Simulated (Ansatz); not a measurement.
# Zn: the cost of one run

Method: DFT PBE, scalar-relativistic, plane waves, PAW, in Ansatz 0.2.0.

## (1) Starting point

Symmetry: P2_1/m, No. 11, monoclinic system. Conventional cell: a = 3.413 Å, b = 5.499 Å, c = 3.469 Å, α = 90.00°, β = 119.34°, γ = 90.00°. Around Hg (site symmetry m) lie 12 Hg at 3.31 to 3.48 Å.

As a file:

```xyz
2
Lattice="3.4133 0.0000 0.0000 0.0000 5.4991 0.0000 -1.6999 0.0000 3.0241" Properties=species:S:1:pos:R:3 pbc="T T T"
Hg    0.8569    1.3748    2.4321
Hg    0.8565    4.1243    0.5920
```

The structure comes from the Materials Project (structure only).

## (2) Substitution of an element, cell strained: Hg → Zn, first probe

What differs from the listed cell: Zn takes all sites of Hg, and lengths are scaled by 0.955 as a first guess of the size; strain xx, yy, zz, yz, xz, xy = +3.7, +3.7, +3.7, +0.0, +0.0, +0.0 %.

The input, input.yaml:

```yaml
crystal:
  lattice:
    - [3.3802358781, 0.0, 0.0]
    - [0.0, 5.445853096, 0.0]
    - [-1.683387066, 0.0, 2.9948287568]
  atoms:
    - { symbol: Zn, position: [0.65155969, 0.25, 0.80422816] }
    - { symbol: Zn, position: [0.34844031, 0.75, 0.19577184] }
basis:
  ecutwfc: 420
kpoints:
  mp_grid: { grid: [6, 4, 6] }
hamiltonian:
  xc: pbe
scf:
  occupations: { method: gaussian, width: 0.1 }
output:
  forces: true
  stress: true
  eigenvalues: true
```

Command:

```console
> ansatz run input.yaml --threads 1 --pin off --max-ram 1331MiB --backend cpu --events-out ev --progress --plain --runs-dir out
```

What time and memory should one allow on 1 thread of an Arm CPU, shared host?

About 2.8 s, with a peak of 0.32 GiB.
